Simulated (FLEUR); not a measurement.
Runs of FLEUR MaX-R8.1 (patched build s14) on P. The structure is orthorhombic, space group Cmce (No. 64). Conventional cell: a = 3.295 Å, b = 10.930 Å, c = 4.544 Å, α = 90.00°, β = 90.00°, γ = 90.00°. P (site symmetry m) is surrounded by 3 P at 2.20 to 2.25 Å. 

```tsv
task	level	k mesh	gmax	muffin-tin radii	max iterations	mixing factor	mixer	kmax	mesh quality	gap on the mesh (eV)	V0 of scaled cells (Å³/atom)	B0 (GPa)
single point	PBE0	3 × 3 × 2	12.8 1/bohr	P 1.93 bohr	30	0.05	Anderson	4.15 1/bohr	coarse	2.09	-	-
equation of state	LDA (Moruzzi-Janak-Williams)	8 × 8 × 6	16.2 1/bohr	P 1.87 bohr	-	-	-	5.24 1/bohr	not flagged	-	19.96	80
equation of state	LDA	8 × 8 × 6	13.3 1/bohr	P 1.87 bohr	-	-	-	4.28 1/bohr	not flagged	-	19.90	80
band structure	LDA (Moruzzi-Janak-Williams)	8 × 8 × 6	15.7 1/bohr	P 1.93 bohr	60	0.05	Anderson	5.08 1/bohr	not flagged	(c)	-	-
band structure	Wu-Cohen GGA	8 × 8 × 6	13.3 1/bohr	P 1.93 bohr	60	0.05	Anderson	4.3 1/bohr	not flagged	(b)	-	-
band structure	LDA	8 × 8 × 6	12.8 1/bohr	P 1.93 bohr	60	0.05	Anderson	4.15 1/bohr	not flagged	0.02	-	-
band structure	LDA exchange alone (X-alpha)	8 × 8 × 6	13.3 1/bohr	P 1.93 bohr	60	0.05	Anderson	4.3 1/bohr	not flagged	0.10	-	-
band structure	LDA (Perdew-Zunger)	8 × 8 × 6	12.8 1/bohr	P 1.93 bohr	60	0.05	Anderson	4.15 1/bohr	not flagged	0.02	-	-
equation of state	LDA (von Barth-Hedin)	8 × 8 × 6	13.8 1/bohr	P 1.87 bohr	-	-	-	4.44 1/bohr	not flagged	-	19.77	82
equation of state	revPBE	8 × 8 × 6	13.3 1/bohr	P 1.87 bohr	-	-	-	4.28 1/bohr	not flagged	-	21.43	65
equation of state	Wu-Cohen GGA	8 × 8 × 6	13.8 1/bohr	P 1.87 bohr	-	-	-	4.44 1/bohr	not flagged	-	20.33	76
equation of state	LDA exchange alone (X-alpha)	8 × 8 × 6	13.8 1/bohr	P 1.87 bohr	-	-	-	4.44 1/bohr	not flagged	-	(a)	67
```

Alike in all rows: potentials or basis all-electron, FLAPW; no spin polarisation; cell as given; smearing fermi-dirac 0.05 eV.

Fill in the values left out.

(a) 21.27; (b) 0.01; (c) 0.03.

Caveats: some runs use coarse meshes; the cell was scaled at fixed shape and fractional positions, which overstates the stiffness of a crystal with free parameters, most of all of layers and chains (some runs); the plane-wave cutoff is short for the semicore states, which can make moduli rough (some runs); core states are solved in the semilocal potential (some runs); an odd mesh through Γ misses points on the zone boundary, where band edges often lie (some runs).

The runs were made with more than one version of the program.

Runs at the PBE level aren't shown here.
